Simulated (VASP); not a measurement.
Computed with PBEsol GGA, VASP's PBE PAW potentials (set 64) (plane waves; VASP).

VASP ran on this input.

File KPOINTS:
```
Automatic mesh
0
Gamma
7 7 7
0 0 0
```

File POSCAR:
```
ZnTe
1
   -0.0000000000     3.0324034431     3.0324034431
    3.0324034431     0.0000000000     3.0324034431
    3.0324034431     3.0324034431    -0.0000000000
Zn Te
1 1
Direct
  0.0000000000   0.0000000000   0.0000000000
  0.2500000000   0.2500000000   0.2500000000
```

### INCAR
```
SYSTEM = ZnTe
PREC = Accurate; ENCUT = 530; LREAL = F
LASPH = T
EDIFF = 1E-7; NELM = 100; ALGO = Normal
LMAXMIX = 4
ISMEAR = 0; SIGMA = 0.05
GGA = PS
IBRION = 6; NSW = 1; ISIF = 3
POTIM = 0.015; NFREE = 2
LWAVE = F; LCHARG = F
```

POTCAR, in this order: Zn Te (PBE.64 set). Program: vasp_std.

The resulting files:

OUTCAR:
```
 ion  position               nearest neighbor table
   1  0.000  0.000  0.000-   2 2.63   2 2.63   2 2.63   2 2.63
   2  0.250  0.250  0.250-   1 2.63   1 2.63   1 2.63   1 2.63
  LATTYP: Found a face centered cubic cell.
 ALAT       =     6.0648068862
 Subroutine PRICEL returns:
 Original cell was already a primitive cell.
 Subroutine GETGRP returns: Found 24 space group operations
The static configuration has the point symmetry T_d .
The dynamic configuration has the point symmetry T_d .
 Subroutine INISYM returns: Found 24 space group operations
 Subroutine IBZKPT returns following result:
 Found     20 irreducible k-points:

 Following reciprocal coordinates:
            Coordinates               Weight
  0.000000  0.000000  0.000000      1.000000
  0.142857  0.000000  0.000000      8.000000
  0.285714  0.000000  0.000000      8.000000
  0.428571  0.000000  0.000000      8.000000
  0.142857  0.142857  0.000000      6.000000
  0.285714  0.142857  0.000000     24.000000
  0.428571  0.142857  0.000000     24.000000
 -0.428571  0.142857  0.000000     24.000000
 -0.285714  0.142857  0.000000     24.000000
 -0.142857  0.142857  0.000000     12.000000
  0.285714  0.285714  0.000000      6.000000
  0.428571  0.285714  0.000000     24.000000
 -0.428571  0.285714  0.000000     24.000000
 -0.285714  0.285714  0.000000     12.000000
  0.428571  0.428571  0.000000      6.000000
 -0.428571  0.428571  0.000000     12.000000
  0.428571  0.285714  0.142857     24.000000
 -0.428571  0.285714  0.142857     48.000000
 -0.428571  0.428571  0.142857     24.000000
 -0.285714  0.428571  0.142857     24.000000
 Subroutine IBZKPT_HF returns following result:
   k-points           NKPTS =     20   k-points in BZ     NKDIM =     20   number of bands    NBANDS=     13
   number of dos      NEDOS =    301   number of ions     NIONS =      2
   total plane-waves  NPLWV =  32768
   dimension x,y,z NGX =    32 NGY =   32 NGZ =   32
   dimension x,y,z NGXF=    64 NGYF=   64 NGZF=   64
   ions per type =               1   1
   PREC   = accura    normal or accurate (medium, high low for compatibility)
   ISTART =      0    job   : 0-new  1-cont  2-samecut
   ICHARG =      2    charge: 1-file 2-atom 10-const
   ISPIN  =      1    spin polarized calculation?
   LNONCOLLINEAR =      F non collinear calculations
   LSORBIT =      F    spin-orbit coupling
   INIWAV =      1    electr: 0-lowe 1-rand  2-diag
   ENCUT  =  530.0 eV  38.95 Ry    6.24 a.u.   8.05  8.05  8.05*2*pi/ulx,y,z
   NELM   =    100;   NELMIN=  2; NELMDL= -5     # of ELM steps
   EDIFF  = 0.1E-06   stopping-criterion for ELM
   LREAL  =      F    real-space projection
   NLSPLINE    = F    spline interpolate recip. space projectors
   LMAXMIX     =    4 max onsite mixed and CHGCAR
   VOSKOWN=      0    Vosko Wilk Nusair interpolation
   EDIFFG = 0.1E-05   stopping-criterion for IOM
   NSW    =     61    number of steps for IOM
   NBLOCK =      1;   KBLOCK =     61    inner block; outer block
   IBRION =      6    ionic relax: 0-MD 1-quasi-New 2-CG
   NFREE  =      2    steps in history (QN), initial steepest desc. (CG)
   ISIF   =      3    stress and relaxation
   ISYM   =      2    0-nonsym 1-usesym 2-fastsym
   TEIN   =    0.0    initial temperature
   TEBEG  =    0.0;   TEEND  =   0.0 temperature during run
   SMASS  =  -3.00    Nose mass-parameter (am)
   PSTRESS=    0.0 pullay stress
   NELECT =      18.0000    total number of electrons
   EFERMI =   0.00;   METHOD = LEGACY
   ISMEAR =     0;   SIGMA  =   0.05  broadening in eV -4-tet -1-fermi 0-gaus
   IALGO  =     38    algorithm
   LDIAG  =      T    sub-space diagonalisation (order eigenvalues)
   IMIX   =      4    mixing-type and parameters
     AMIX     =   0.40;   BMIX     =  1.00
...
```

### OSZICAR
```
...
DAV:   3    -0.591141477654E+01    0.20587E-01   -0.28870E-02  2900   0.226E+00    0.249E-01
DAV:   4    -0.591161540105E+01   -0.20062E-03   -0.56079E-03  2795   0.700E-01    0.662E-02
DAV:   5    -0.591159195326E+01    0.23448E-04   -0.20892E-04  3100   0.149E-01    0.279E-02
DAV:   6    -0.591159511681E+01   -0.31636E-05   -0.31951E-05  2880   0.655E-02    0.883E-03
DAV:   7    -0.591159580153E+01   -0.68472E-06   -0.36190E-06  3140   0.260E-02    0.465E-03
DAV:   8    -0.591159595188E+01   -0.15035E-06   -0.27280E-07  2860   0.779E-03    0.174E-03
DAV:   9    -0.591159593189E+01    0.19984E-07   -0.86372E-08  1425   0.323E-03
   9 F= -.59115959E+01 E0= -.59115959E+01  d E =-.901098E-11
       N       E                     dE             d eps       ncg     rms          rms(c)
DAV:   1    -0.594398553953E+01   -0.32390E-01   -0.71975E-01  2920   0.789E+00    0.107E+00
DAV:   2    -0.592563874010E+01    0.18347E-01   -0.30186E-02  2870   0.262E+00    0.595E-01
DAV:   3    -0.591263586080E+01    0.13003E-01   -0.12581E-02  2951   0.182E+00    0.149E-01
DAV:   4    -0.591201332794E+01    0.62253E-03   -0.35442E-03  2935   0.569E-01    0.406E-02
DAV:   5    -0.591172063009E+01    0.29270E-03   -0.33488E-04  3085   0.189E-01    0.212E-02
DAV:   6    -0.591165126860E+01    0.69361E-04   -0.46920E-05  3050   0.714E-02    0.630E-03
DAV:   7    -0.591161776009E+01    0.33509E-04   -0.42228E-06  3070   0.195E-02    0.273E-03
DAV:   8    -0.591159953415E+01    0.18226E-04   -0.10362E-06  3015   0.736E-03    0.870E-04
DAV:   9    -0.591159858918E+01    0.94497E-06   -0.11670E-07  1777   0.270E-03    0.555E-04
DAV:  10    -0.591159724894E+01    0.13402E-05   -0.11829E-08  1360   0.119E-03    0.185E-04
DAV:  11    -0.591159720790E+01    0.41037E-07   -0.35028E-09  1355   0.613E-04
  10 F= -.59115972E+01 E0= -.59115972E+01  d E =-.899835E-11
       N       E                     dE             d eps       ncg     rms          rms(c)
DAV:   1    -0.597070384550E+01   -0.59107E-01   -0.83102E-01  2975   0.871E+00    0.161E+00
DAV:   2    -0.593199011711E+01    0.38714E-01   -0.54082E-02  2895   0.339E+00    0.859E-01
DAV:   3    -0.591137643777E+01    0.20614E-01   -0.29140E-02  2983   0.228E+00    0.248E-01
DAV:   4    -0.591161599066E+01   -0.23955E-03   -0.58173E-03  2755   0.716E-01    0.664E-02
DAV:   5    -0.591159187155E+01    0.24119E-04   -0.20424E-04  3165   0.155E-01    0.267E-02
DAV:   6    -0.591159539680E+01   -0.35252E-05   -0.34406E-05  2870   0.683E-02    0.898E-03
DAV:   7    -0.591159600864E+01   -0.61184E-06   -0.32571E-06  3075   0.231E-02    0.436E-03
DAV:   8    -0.591159612304E+01   -0.11439E-06   -0.23334E-07  2927   0.816E-03    0.154E-03
DAV:   9    -0.591159611338E+01    0.96613E-08   -0.64793E-08  1405   0.267E-03
  11 F= -.59115961E+01 E0= -.59115961E+01  d E =-.901092E-11
       N       E                     dE             d eps       ncg     rms          rms(c)
DAV:   1    -0.594075085266E+01   -0.29155E-01   -0.70034E-01  3055   0.780E+00    0.108E+00
DAV:   2    -0.592342438341E+01    0.17326E-01   -0.29779E-02  2870   0.266E+00    0.596E-01
DAV:   3    -0.591193511557E+01    0.11489E-01   -0.12351E-02  3039   0.176E+00    0.151E-01
DAV:   4    -0.591168208413E+01    0.25303E-03   -0.33175E-03  2890   0.544E-01    0.406E-02
DAV:   5    -0.591160609376E+01    0.75990E-04   -0.33387E-04  3070   0.178E-01    0.205E-02
DAV:   6    -0.591160068605E+01    0.54077E-05   -0.42825E-05  3080   0.596E-02    0.712E-03
DAV:   7    -0.591159792847E+01    0.27576E-05   -0.50414E-06  3080   0.255E-02    0.198E-03
DAV:   8    -0.591159737184E+01    0.55663E-06   -0.92492E-07  3055   0.835E-03    0.968E-04
DAV:   9    -0.591159728161E+01    0.90227E-07   -0.86590E-08  1450   0.240E-03
  12 F= -.59115973E+01 E0= -.59115973E+01  d E =-.901511E-11
       N       E                     dE             d eps       ncg     rms          rms(c)
DAV:   1    -0.597093905452E+01   -0.59342E-01   -0.79745E-01  3015   0.858E+00    0.161E+00
DAV:   2    -0.593200031408E+01    0.38939E-01   -0.51861E-02  2905   0.333E+00    0.860E-01
DAV:   3    -0.591140035277E+01    0.20600E-01   -0.29089E-02  2980   0.228E+00    0.248E-01
DAV:   4    -0.591161609375E+01   -0.21574E-03   -0.56555E-03  2800   0.702E-01    0.665E-02
DAV:   5    -0.591159238963E+01    0.23704E-04   -0.20612E-04  3135   0.151E-01    0.289E-02
DAV:   6    -0.591159523271E+01   -0.28431E-05   -0.32280E-05  2895   0.694E-02    0.909E-03
DAV:   7    -0.591159593112E+01   -0.69840E-06   -0.37822E-06  3145   0.254E-02    0.485E-03
DAV:   8    -0.591159609060E+01   -0.15948E-06   -0.26045E-07  2920   0.719E-03    0.168E-03
DAV:   9    -0.591159607217E+01    0.18422E-07   -0.77890E-08  1415   0.311E-03
  13 F= -.59115961E+01 E0= -.59115961E+01  d E =-.900983E-11
       N       E                     dE             d eps       ncg     rms          rms(c)
DAV:   1    -0.592894744058E+01   -0.17351E-01   -0.14231E+00  1984   0.104E+01    0.671E-01
DAV:   2    -0.592076511541E+01    0.81823E-02   -0.16991E-02  1809   0.209E+00    0.413E-01
DAV:   3    -0.591298371481E+01    0.77814E-02   -0.81618E-03  1938   0.161E+00    0.341E-02
DAV:   4    -0.591304963641E+01   -0.65922E-04   -0.21006E-03  1854   0.473E-01    0.202E-02
DAV:   5    -0.591293319411E+01    0.11644E-03   -0.63571E-05  2049   0.812E-02    0.689E-03
DAV:   6    -0.591289848334E+01    0.34711E-04   -0.18639E-05  1929   0.479E-02    0.362E-03
DAV:   7    -0.591289470505E+01    0.37783E-05   -0.12936E-06  1924   0.906E-03    0.111E-03
DAV:   8    -0.591289413575E+01    0.56930E-06   -0.72948E-08   927   0.544E-03    0.223E-04
DAV:   9    -0.591289393491E+01    0.20084E-06   -0.12013E-08   892   0.134E-03    0.198E-04
DAV:  10    -0.591289394065E+01   -0.57339E-08   -0.30613E-09   872   0.544E-04
  14 F= -.59128939E+01 E0= -.59128939E+01  d E =-.647080E-12
       N       E                     dE             d eps       ncg     rms          rms(c)
DAV:   1    -0.591217394545E+01    0.71999E-03   -0.29496E+00  1714   0.135E+01    0.171E-01
DAV:   2    -0.591290217840E+01   -0.72823E-03   -0.74544E-03  1989   0.911E-01    0.717E-02
DAV:   3    -0.591289408498E+01    0.80934E-05   -0.12239E-04  1979   0.220E-01    0.334E-02
DAV:   4    -0.591289340323E+01    0.68175E-06   -0.18862E-05  1939   0.614E-02    0.917E-03
DAV:   5    -0.591289382495E+01   -0.42172E-06   -0.22415E-06  2004   0.193E-02    0.333E-03
DAV:   6    -0.591289388081E+01   -0.55855E-07   -0.26105E-07  1694   0.525E-03
  15 F= -.59128939E+01 E0= -.59128939E+01  d E =-.644177E-12
       N       E                     dE             d eps       ncg     rms          rms(c)
DAV:   1    -0.591228190073E+01    0.61192E-03   -0.12209E+00  1689   0.914E+00    0.755E-02
DAV:   2    -0.591292113941E+01   -0.63924E-03   -0.67908E-03  1869   0.809E-01    0.435E-02
DAV:   3    -0.591291000110E+01    0.11138E-04   -0.76280E-05  2007   0.131E-01    0.226E-02
DAV:   4    -0.591290593642E+01    0.40647E-05   -0.18592E-05  1869   0.361E-02    0.586E-03
DAV:   5    -0.591290622377E+01   -0.28735E-06   -0.21415E-06  1869   0.133E-02    0.402E-03
DAV:   6    -0.591290620755E+01    0.16211E-07   -0.64567E-08  1032   0.338E-03
  16 F= -.59129062E+01 E0= -.59129062E+01  d E =-.644678E-12
       N       E                     dE             d eps       ncg     rms          rms(c)
DAV:   1    -0.591214534847E+01    0.76088E-03   -0.27263E-01  1674   0.258E+00    0.174E-01
DAV:   2    -0.591294086672E+01   -0.79552E-03   -0.91215E-03  1844   0.697E-01    0.757E-02
DAV:   3    -0.591290836571E+01    0.32501E-04   -0.13029E-04  1949   0.112E-01    0.318E-02
DAV:   4    -0.591290589477E+01    0.24709E-05   -0.18122E-05  1884   0.397E-02    0.743E-03
DAV:   5    -0.591290603112E+01   -0.13636E-06   -0.24173E-06  1824   0.187E-02    0.627E-03
DAV:   6    -0.591290604867E+01   -0.17541E-07   -0.15144E-07  1513   0.449E-03
  17 F= -.59129060E+01 E0= -.59129060E+01  d E =-.646409E-12
```

### OUTCAR
```
------------------------ aborting loop because EDIFF is reached ----------------------------------------
  FORCE on cell =-STRESS in cart. coord.  units (eV):
  Direction    XX          YY          ZZ          XY          YZ          ZX
  --------------------------------------------------------------------------------------
  Total        0.0624447      0.0639698      0.0639698      0.0000000      0.0830824      0.0000000
  in kB        1.7939706      1.8377842      1.8377842      0.0000000      2.3868706      0.0000000
  external PRESSURE =       1.8231797 kB  Pullay stress =       0.0000000 kB
  volume of cell :       55.77
      direct lattice vectors                 reciprocal lattice vectors
     0.000000000  3.032403443  3.032403443    -0.164885712  0.164885712  0.164885712
     3.032403443  0.000000000  3.032403443     0.164885712 -0.164885712  0.164885712
     3.032403443  3.032403443  0.000000000     0.164885712  0.164885712 -0.164885712
 POSITION                                       TOTAL-FORCE (eV/Angst)
 -----------------------------------------------------------------------------------
      0.00000      0.00000      0.00000        -0.079405     -0.000000     -0.000000
      1.50120      1.51620      1.51620         0.079405      0.000000      0.000000
 -----------------------------------------------------------------------------------
    total drift:                                0.000157      0.000001      0.000001
  FREE ENERGIE OF THE ION-ELECTRON SYSTEM (eV)
  ---------------------------------------------------
  free  energy   TOTEN  =        -5.9129060487 eV

  energy  without entropy=       -5.9129060487  energy(sigma->0) =       -5.91290605

   1 f  =    5.485542 THz    34.466680 2PiTHz  182.977999 cm-1    22.686370 meV
             X         Y         Z           dx          dy          dz
      0.000000  0.000000  0.000000    -0.814314    0.000000    0.000000
      1.516202  1.516202  1.516202     0.580424    0.000000    0.000000

   2 f  =    5.485542 THz    34.466680 2PiTHz  182.977999 cm-1    22.686370 meV
             X         Y         Z           dx          dy          dz
      0.000000  0.000000  0.000000     0.000000   -0.814314   -0.000000
      1.516202  1.516202  1.516202     0.000000    0.580424    0.000000

   3 f  =    5.485542 THz    34.466680 2PiTHz  182.977999 cm-1    22.686370 meV
             X         Y         Z           dx          dy          dz
      0.000000  0.000000  0.000000     0.000000   -0.000000    0.814314
      1.516202  1.516202  1.516202     0.000000   -0.000000   -0.580424

   4 f/i=    0.011213 THz     0.070453 2PiTHz    0.374025 cm-1     0.046373 meV
             X         Y         Z           dx          dy          dz
      0.000000  0.000000  0.000000     0.000000    0.465281   -0.346995
      1.516202  1.516202  1.516202     0.000000    0.652773   -0.486821

   5 f/i=    0.011213 THz     0.070453 2PiTHz    0.374025 cm-1     0.046373 meV
             X         Y         Z           dx          dy          dz
      0.000000  0.000000  0.000000    -0.580424    0.000000    0.000000
      1.516202  1.516202  1.516202    -0.814314    0.000000    0.000000

   6 f/i=    0.011213 THz     0.070453 2PiTHz    0.374025 cm-1     0.046373 meV
             X         Y         Z           dx          dy          dz
      0.000000  0.000000  0.000000     0.000000   -0.346995   -0.465281
      1.516202  1.516202  1.516202     0.000000   -0.486821   -0.652773

 ELASTIC MODULI CONTR FROM IONIC RELAXATION (kBar)
 Direction    XX          YY          ZZ          XY          YZ          ZX
 --------------------------------------------------------------------------------
 XX          -0.0000      0.0000     -0.0000      0.0000     -0.0000      0.0000
 YY           0.0000     -0.0000      0.0000      0.0000     -0.0000     -0.0000
 ZZ          -0.0000      0.0000     -0.0000     -0.0000     -0.0000      0.0000
 XY           0.0000      0.0000     -0.0000   -164.8981      0.0000      0.0000
 YZ          -0.0000     -0.0000     -0.0000      0.0000   -164.8981      0.0000
 ZX           0.0000     -0.0000      0.0000      0.0000      0.0000   -164.8981
 --------------------------------------------------------------------------------

 TOTAL ELASTIC MODULI (kBar)
 Direction    XX          YY          ZZ          XY          YZ          ZX
 --------------------------------------------------------------------------------
 XX         725.8372    413.9480    413.9480      0.0000     -0.0000      0.0000
 YY         413.9480    725.8372    413.9480      0.0000     -0.0000     -0.0000
 ZZ         413.9480    413.9480    725.8372     -0.0000     -0.0000      0.0000
 XY           0.0000      0.0000     -0.0000    323.0219      0.0000      0.0000
 YZ          -0.0000     -0.0000     -0.0000      0.0000    323.0219      0.0000
 ZX           0.0000     -0.0000      0.0000      0.0000      0.0000    323.0219
 --------------------------------------------------------------------------------
```
(Selected blocks of OUTCAR.)

The compound is ZnTe in the zinc blende structure. It was relaxed first.
